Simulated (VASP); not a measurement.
# SiO2 (Cristobalite) (P4_12_12) in VASP: a series of runs

One crystal, SiO2 (Cristobalite), is run at these levels: LDA; tasks: single point.

Everything below comes from runs of VASP 6.6.1. Logs are shortened: lines on timing, memory, paths and dates and some standing lists are left out, and cuts for length are marked.

**1. The structure**

Symmetry: P4_12_12, No. 92, tetragonal system. Conventional cell: a = 4.982 Å, b = 4.982 Å, c = 6.963 Å, α = 90.00°, β = 90.00°, γ = 90.00°. Around Si (site symmetry 2) lie 4 O at 1.60 to 1.61 Å. O (site symmetry 1) has 2 Si at 1.60 to 1.61 Å as nearest neighbours.

**2. Single point, LDA**

INCAR reads:

```
SYSTEM = SiO2
PREC = Accurate ; ENCUT = 460
EDIFF = 1E-7 ; ISMEAR = 0
SIGMA = 0.1 ; LREAL = .FALSE.
LASPH = .TRUE. ; NELM = 100
ALGO = Normal ; ISIF = 2
LWAVE = .FALSE. ; LCHARG = .FALSE.
GGA = CA ; ADDGRID = .FALSE.
```

KPOINTS reads:

```
Automatic mesh
0
G
  4 4 3
  0 0 0
```

POSCAR reads:

```
SiO2
1.0
    4.9820000000      0.0000000000      0.0000000000
    0.0000000000      4.9820000000      0.0000000000
    0.0000000000      0.0000000000      6.9630000000
Si O
4 8
Direct
    0.7989700000      0.2010300000      0.7500000000
    0.7010300000      0.7010300000      0.5000000000
    0.2010300000      0.7989700000      0.2500000000
    0.2989700000      0.2989700000      0.0000000000
    0.1034700000      0.2398900000      0.8218700000
    0.2601100000      0.6034700000      0.0718700000
    0.8965300000      0.7601100000      0.3218700000
    0.7398900000      0.3965300000      0.5718700000
    0.6034700000      0.2601100000      0.9281300000
    0.7601100000      0.8965300000      0.6781300000
    0.3965300000      0.7398900000      0.4281300000
    0.2398900000      0.1034700000      0.1781300000
```

Potentials or basis: VASP PAW LDA potentials, release 64 (Si, O).

Run with:

```sh
$ cat potpaw_LDA.64/Si/POTCAR potpaw_LDA.64/O/POTCAR > POTCAR
$ mpirun -np 1 vasp_std > vasp.out
```

OUTCAR:

```text
SYSTEM = SiO2
   PREC = Accurate
   ENCUT = 460
   EDIFF = 1E-7
   ISMEAR = 0
   LREAL = .FALSE.
   LASPH = .TRUE.
   NELM = 100
   ISIF = 2
   GGA = CA

 Found     12 irreducible k-points:

 Following reciprocal coordinates:
            Coordinates               Weight
  0.000000  0.000000  0.000000      1.000000
  0.250000  0.000000  0.000000      4.000000
  0.500000  0.000000  0.000000      2.000000
  0.250000  0.250000  0.000000      4.000000
  0.500000  0.250000  0.000000      4.000000
  0.500000  0.500000  0.000000      1.000000
   k-points           NKPTS =     12   k-points in BZ     NKDIM =     12   number of bands    NBANDS=     39
   number of dos      NEDOS =    301   number of ions     NIONS =     12
   total plane-waves  NPLWV =  64800
   dimension x,y,z NGX =    36 NGY =   36 NGZ =   50
   dimension x,y,z NGXF=    72 NGYF=   72 NGZF=  100
   ions per type =               4   8
   NGX,Y,Z   is equivalent  to a cutoff of  12.01, 12.01, 11.94 a.u.
   NGXF,Y,Z  is equivalent  to a cutoff of  24.03, 24.03, 23.88 a.u.
 SYSTEM =  SiO2
   PREC   = accura    normal or accurate (medium, high low for compatibility)
   ISTART =      0    job   : 0-new  1-cont  2-samecut
   ICHARG =      2    charge: 1-file 2-atom 10-const
   ISPIN  =      1    spin polarized calculation?
   LNONCOLLINEAR =      F non collinear calculations
   LSORBIT =      F    spin-orbit coupling
   LASPH  =      T    aspherical Exc in radial PAW
   ENCUT  =  460.0 eV  33.81 Ry    5.81 a.u.   8.71  8.71 12.18*2*pi/ulx,y,z
   NELM   =    100;   NELMIN=  2; NELMDL= -5     # of ELM steps
   EDIFF  = 0.1E-06   stopping-criterion for ELM
   LREAL  =      F    real-space projection
   EDIFFG = 0.1E-05   stopping-criterion for IOM
   NSW    =      0    number of steps for IOM
   IBRION =     -1    ionic relax: 0-MD 1-quasi-New 2-CG
   NFREE  =      0    steps in history (QN), initial steepest desc. (CG)
   ISIF   =      2    stress and relaxation
   ISYM   =      2    0-nonsym 1-usesym 2-fastsym
   POTIM  = 0.5000    time-step for ionic-motion
   TEBEG  =    0.0;   TEEND  =   0.0 temperature during run
   PSTRESS=    0.0 pullay stress
   NELECT =      64.0000    total number of electrons
   NUPDOWN=      -1.0000    fix difference up-down
   EMIN   =  10.00;   EMAX   =-10.00  energy-range for DOS
   EFERMI =   0.00;   METHOD = LEGACY
   ISMEAR =     0;   SIGMA  =   0.10  broadening in eV -4-tet -1-fermi 0-gaus
   EFERMI_NEDOS =   21; number of points for ismear=-14 and -15
   IALGO  =     38    algorithm
   IMIX   =      4    mixing-type and parameters
     AMIX     =   0.40;   BMIX     =  1.00
     AMIX_MAG =   1.60;   BMIX_MAG =  1.00
  volume/ion in A,a.u.               =      14.40        97.19
  Fermi-wavevector in a.u.,A,eV,Ry     =   1.175620  2.221599 18.804365  1.382082
  Thomas-Fermi vector in A             =   2.311997
   LORBIT       =      0    0 simple, 1 ext, 2 COOP (PROOUT), +10 PAW based schemes
   GGA     = CA    functional components
   LHFCALC =     F    Hartree Fock is set to
   AEXX    =    0.0000 exact exchange contribution
   IVDW    =     0    specifies the selected vdW correction
   LEPSILON=     F    determine dielectric tensor
   LRPA    =     F    only Hartree local field effects (RPA)
 non-spin polarized calculation
 Gauss-broadening in eV      SIGMA  =   0.10
  energy-cutoff  :      460.00
  volume of cell :      172.82
 maximum number of plane-waves:      3916
 NGX is ok and might be reduce to    36

 number of electron      64.0000001 magnetization

 Free energy of the ion-electron system (eV)
  ---------------------------------------------------
  ext. energy  EPLUGINS =         0.00000000
  ---------------------------------------------------
  free energy    TOTEN  =      -103.77748955 eV

  energy without entropy =     -103.77748955  energy(sigma->0) =     -103.77748955

 E-fermi :   0.2638     XC(G=0):  -8.9508

 val. band max:       -0.1640362422   @ k =   0.0000   0.0000   0.0000
 cond. band min:       5.3537615967   @ k =   0.0000   0.0000   0.0000
 fundamental gap:      5.5177978389
 Fermi energy:         0.2638113422

 k-point     1 :       0.0000    0.0000    0.0000
  band No.  band energies     occupation
      1     -19.4261      2.00000
      2     -18.4940      2.00000
      3     -18.4940      2.00000
      4     -17.2686      2.00000
      5     -17.2172      2.00000
      6     -17.2144      2.00000
[... 31 lines left out ...]
     38       9.2445      0.00000
     39       9.5677      0.00000

 k-point     2 :       0.2500    0.0000    0.0000
  band No.  band energies     occupation
      1     -19.2950      2.00000
      2     -18.6292      2.00000
      3     -18.3351      2.00000
      4     -17.4295      2.00000
      5     -17.2769      2.00000
      6     -17.2502      2.00000
[... 31 lines left out ...]
     38       9.2766      0.00000
     39       9.5184      0.00000

 k-point     3 :       0.5000    0.0000    0.0000
  band No.  band energies     occupation
      1     -18.9663      2.00000
      2     -18.9663      2.00000
      3     -17.9160      2.00000
      4     -17.9160      2.00000
      5     -17.2827      2.00000
      6     -17.2827      2.00000
[... 31 lines left out ...]
     38       9.3795      0.00000
     39       9.5787      0.00000

 k-point     4 :       0.2500    0.2500    0.0000
  band No.  band energies     occupation
      1     -19.1610      2.00000
      2     -18.4785      2.00000
      3     -18.4710      2.00000
      4     -17.6156      2.00000
      5     -17.2827      2.00000
      6     -17.2507      2.00000
[... 31 lines left out ...]
     38       9.2916      0.00000
     39       9.6072      0.00000

 k-point     5 :       0.5000    0.2500    0.0000
  band No.  band energies     occupation
      1     -18.8231      2.00000
      2     -18.8231      2.00000
      3     -18.0701      2.00000
      4     -18.0701      2.00000
      5     -17.2847      2.00000
      6     -17.2847      2.00000
[... 31 lines left out ...]
     38       9.4657      0.00000
     39       9.7380      0.00000

 k-point     6 :       0.5000    0.5000    0.0000
  band No.  band energies     occupation
      1     -18.4640      2.00000
      2     -18.4640      2.00000
      3     -18.4493      2.00000
      4     -18.4493      2.00000
      5     -17.2858      2.00000
      6     -17.2858      2.00000
[... 31 lines left out ...]
     38       9.4386      0.00000
     39       9.8549      0.00000

 [... further k-points ...]

------------------------ aborting loop because EDIFF is reached ----------------------------------------

  FORCE on cell =-STRESS in cart. coord.  units (eV):
  Direction    XX          YY          ZZ          XY          YZ          ZX
  --------------------------------------------------------------------------------------
  -------------------------------------------------------------------------------------
  Total       -0.1274594     -0.1274594      0.4268708      0.0000000      0.0000000     -0.0000000
  in kB       -1.1816220     -1.1816220      3.9573385      0.0000000      0.0000000     -0.0000000
  external PRESSURE =       0.5313648 kB  Pullay stress =       0.0000000 kB

 VOLUME and BASIS-vectors are now :
 -----------------------------------------------------------------------------
  energy-cutoff  :      460.00
  volume of cell :      172.82
      direct lattice vectors                 reciprocal lattice vectors
     4.982000000  0.000000000  0.000000000     0.200722601  0.000000000  0.000000000
     0.000000000  4.982000000  0.000000000     0.000000000  0.200722601  0.000000000
     0.000000000  0.000000000  6.963000000     0.000000000  0.000000000  0.143616257

 POSITION                                       TOTAL-FORCE (eV/Angst)
 -----------------------------------------------------------------------------------
      3.98047      1.00153      5.22225         0.128633     -0.128633      0.000000
      3.49253      3.49253      3.48150        -0.128633     -0.128633      0.000000
      1.00153      3.98047      1.74075        -0.128633      0.128633      0.000000
      1.48947      1.48947      0.00000         0.128633      0.128633      0.000000
      0.51549      1.19513      5.72268        -0.087117     -0.044244     -0.115484
      1.29587      3.00649      0.50043         0.044244     -0.087117     -0.115484
      4.46651      3.78687      2.24118         0.087117      0.044244     -0.115484
      3.68613      1.97551      3.98193        -0.044244      0.087117     -0.115484
      3.00649      1.29587      6.46257        -0.087117      0.044244      0.115484
      3.78687      4.46651      4.72182         0.044244      0.087117      0.115484
      1.97551      3.68613      2.98107         0.087117     -0.044244      0.115484
      1.19513      0.51549      1.24032        -0.044244     -0.087117      0.115484
 -----------------------------------------------------------------------------------
    total drift:                               -0.000000      0.000000     -0.000000

  FREE ENERGIE OF THE ION-ELECTRON SYSTEM (eV)
  ---------------------------------------------------
  free  energy   TOTEN  =      -103.7774895458 eV

  energy  without entropy=     -103.7774895458  energy(sigma->0) =     -103.77748955
```

Run time: 95 s. Hardware: 1 thread of Intel Xeon Platinum 8375C at 2.90GHz (Ice Lake), shared host; peak memory 0.2 GiB.

The run converged, but some of its settings lie outside the range that counts as converged, so its numbers aren't taken as properties of the crystal.

What came out:

```
Free energy            : -103.7775 eV
Pressure               : 0.1 GPa
Largest force          : 0.182 eV/Å
Band gap on the k mesh : 5.52 eV, direct
```

Caveat: the cutoff is under 1.25 times the usual one of these potentials, so pressure, stress and relaxed cells hold a basis-set (Pulay) error.

**3. Single point, LDA**

INCAR reads:

```
SYSTEM = SiO2
PREC = Low ; ENCUT = 460
EDIFF = 1E-7 ; ISMEAR = 0
SIGMA = 0.05 ; LREAL = .FALSE.
LASPH = .TRUE. ; NELM = 100
ALGO = Normal ; ISIF = 2
LWAVE = .FALSE. ; LCHARG = .FALSE.
GGA = CA ; ADDGRID = .FALSE.
```

KPOINTS is that of step 2.

POSCAR is that of step 2.

Potentials or basis: VASP PAW LDA potentials, release 64 (Si, O).

Run with:

```sh
$ cat potpaw_LDA.64/Si/POTCAR potpaw_LDA.64/O/POTCAR > POTCAR
$ mpirun -np 1 vasp_std > vasp.out
```

Run time: 67 s. Hardware: 1 thread of Intel Xeon Platinum 8375C at 2.90GHz (Ice Lake), shared host; peak memory 0.15 GiB.

The run converged, but some of its settings lie outside the range that counts as converged, so its numbers aren't taken as properties of the crystal.

What came out:

* Free energy: -103.7939 eV
* Pressure: 0.1 GPa
* Largest force: 0.182 eV/Å
* Band gap on the k mesh: 5.52 eV, direct

Caveat: the cutoff is under 1.25 times the usual one of these potentials, so pressure, stress and relaxed cells hold a basis-set (Pulay) error.

**4. Single point, LDA**

INCAR reads:

```
SYSTEM = SiO2
PREC = Accurate ; ENCUT = 460
EDIFF = 1E-7 ; ISMEAR = 0
SIGMA = 0.05 ; LREAL = Auto
LASPH = .TRUE. ; NELM = 100
ALGO = Normal ; ISIF = 2
LWAVE = .FALSE. ; LCHARG = .FALSE.
GGA = CA ; ADDGRID = .FALSE.
```

KPOINTS is that of step 3.

POSCAR is that of step 3.

Run with:

```sh
$ cat potpaw_LDA.64/Si/POTCAR potpaw_LDA.64/O/POTCAR > POTCAR
$ mpirun -np 1 vasp_std > vasp.out
```

It took 2 min on 1 thread of Intel Xeon Platinum 8375C at 2.90GHz (Ice Lake), shared host; peak memory 0.2 GiB.

The run converged, but some of its settings lie outside the range that counts as converged, so its numbers aren't taken as properties of the crystal.

Results:

```
Free energy            : -103.7779 eV
Pressure               : 0.1 GPa
Largest force          : 0.187 eV/Å
Band gap on the k mesh : 5.52 eV, direct
```

Caveat: the cutoff is under 1.25 times the usual one of these potentials, so pressure, stress and relaxed cells hold a basis-set (Pulay) error.

**5. Single point, LDA**

INCAR reads:

```
SYSTEM = SiO2
PREC = Accurate ; ENCUT = 460
EDIFF = 0.001 ; ISMEAR = 0
SIGMA = 0.05 ; LREAL = .FALSE.
LASPH = .TRUE. ; NELM = 100
ALGO = Normal ; ISIF = 2
LWAVE = .FALSE. ; LCHARG = .FALSE.
GGA = CA ; ADDGRID = .FALSE.
```

KPOINTS is that of step 4.

POSCAR is that of step 4.

Run with:

```sh
$ cat potpaw_LDA.64/Si/POTCAR potpaw_LDA.64/O/POTCAR > POTCAR
$ mpirun -np 1 vasp_std > vasp.out
```

It took 54 s on 1 thread of Intel Xeon Platinum 8375C at 2.90GHz (Ice Lake), shared host; peak memory 0.2 GiB.

The run converged, but some of its settings lie outside the range that counts as converged, so its numbers aren't taken as properties of the crystal.

Results:

```yaml
Free_energy: -103.7775 eV
Pressure: 0.0 GPa
Largest_force: 0.182 eV/Å
Band_gap_on_the_k_mesh: 5.52 eV, direct
```

Caveat: the cutoff is under 1.25 times the usual one of these potentials, so pressure, stress and relaxed cells hold a basis-set (Pulay) error.

**6. Single point, LDA**

INCAR, as its differences from that of step 5:

```diff
@@ -2,3 +2,3 @@
 PREC = Accurate ; ENCUT = 460
-EDIFF = 0.001 ; ISMEAR = 0
+EDIFF = 1E-5 ; ISMEAR = 0
 SIGMA = 0.05 ; LREAL = .FALSE.
```

KPOINTS is that of step 5.

POSCAR is that of step 5.

Potentials or basis: VASP PAW LDA potentials, release 64 (Si, O).

Run with:

```sh
$ cat potpaw_LDA.64/Si/POTCAR potpaw_LDA.64/O/POTCAR > POTCAR
$ mpirun -np 1 vasp_std > vasp.out
```

It took 73 s on 1 thread of Intel Xeon Platinum 8375C at 2.90GHz (Ice Lake), shared host; peak memory 0.2 GiB.

The run converged, but some of its settings lie outside the range that counts as converged, so its numbers aren't taken as properties of the crystal.

What came out:

| Property | Result |
| --- | --- |
| Free energy | -103.7775 eV |
| Pressure | 0.1 GPa |
| Largest force | 0.182 eV/Å |
| Band gap on the k mesh | 5.52 eV, direct |

Caveat: the cutoff is under 1.25 times the usual one of these potentials, so pressure, stress and relaxed cells hold a basis-set (Pulay) error.
